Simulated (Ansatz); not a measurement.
# Be: the cost of one run

Program: Ansatz 0.2.0. Level of theory: DFT, PBE, PAW with Ansatz's default frozen-core files, scalar-relativistic. These are calculated values, not measurements.

The COD cell was measured well above room temperature, so it is larger than a cold one.

## (1) The structure to begin with

The structure is hexagonal, space group P6_3/mmc (No. 194). Conventional cell: a = 2.300 Å, b = 2.300 Å, c = 3.601 Å, α = 90.00°, β = 90.00°, γ = 120.00°. Be (site symmetry -6m2) is surrounded by 12 Be at 2.24 to 2.30 Å.

As a file:

```xyz
2
Lattice="2.2995 0.0000 0.0000 -1.1498 1.9914 0.0000 0.0000 0.0000 3.6009" Properties=species:S:1:pos:R:3 pbc="T T T"
Be    0.0000    1.3276    0.9002
Be    1.1498    0.6638    2.7007
```

The cell comes from a crystallographic database entry that wasn't checked; take it as a given geometry, which may be far from equilibrium.

Atoms are numbered in the order of the input: Be1, Be2.

## (2) With PAW files, cutoff 150 eV

input.yaml

```yaml
crystal:
  lattice:
    - [2.2995019849, 0.0, 0.0]
    - [-1.1497509925, 1.991427135, 0.0]
    - [0.0, 0.0, 3.6009]
  atoms:
    - { symbol: Be, position: [0.3333333333, 0.6666666667, 0.25] }
    - { symbol: Be, position: [0.6666666667, 0.3333333333, 0.75] }
kpoints:
  mp_grid: { grid: [20, 20, 11] }
scf:
  occupations: { method: fermi_dirac, width: 0.05 }
hamiltonian:
  xc: pbe
  pseudopotentials: { kind: paw }
output:
  forces: true
  stress: true
  eigenvalues: true
  efg: { contact_densities: true }
  write_density: true
  write_potential: true
  elf: true
  volumetric_format: npy
basis:
  ecutwfc: 150
```

Run with:

```
> ansatz run input.yaml --threads 1 --pin off --max-ram 2048MiB --backend cpu --events-out ev --progress --plain --runs-dir out
```

**Question.** How long does this run take on 1 thread of AMD EPYC 7R43 (Zen 3), shared host, and how much memory does it need?

About 1.4 s, with a peak of 0.33 GiB.
